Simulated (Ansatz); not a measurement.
A run of Ansatz 0.2.0 is set up as follows.

File input.yaml:

```yaml
crystal:
  lattice:
    - [2.1273203072, -1.22828244, 0.0]
    - [2.1273203072, 1.22828244, 0.0]
    - [-1.3790696309, 0.0, 3.5028300786]
  atoms:
    - { symbol: C, position: [0.16664447, 0.16664447, 0.99990696] }
    - { symbol: C, position: [0.83335553, 0.83335553, 9.304e-05] }
kpoints:
  mp_grid: { grid: [13, 13, 8] }
scf:
  occupations: { method: fixed }
hamiltonian:
  xc: pbe
  pseudopotentials: { kind: all_electron, datasets: crystal }
output: {}
dielectric: {}
```

Potentials or basis: all-electron PAW datasets made for the crystal.

Launch:

```sh
$ ansatz run input.yaml --threads 1 --pin off --max-ram 3072MiB --backend cpu --events-out ev --progress --plain --runs-dir out
```

Question: Predict the electronic dielectric tensor (diagonal).

Answer: 25.12, 26.70, 3.50.

Question: Estimate the Born charges (mean of the diagonal).

Answer: C +0.00 e.

Question: What does it give for the band gap on the k mesh?

Answer: 0.93 eV, indirect (least direct gap 0.94 eV).

Electronic dielectric tensor:
```
25.12  0.00  0.26
 0.00 26.70  0.00
 0.26  0.00  3.50
```

Caveat: an odd mesh through Γ misses points on the zone boundary, where band edges often lie.
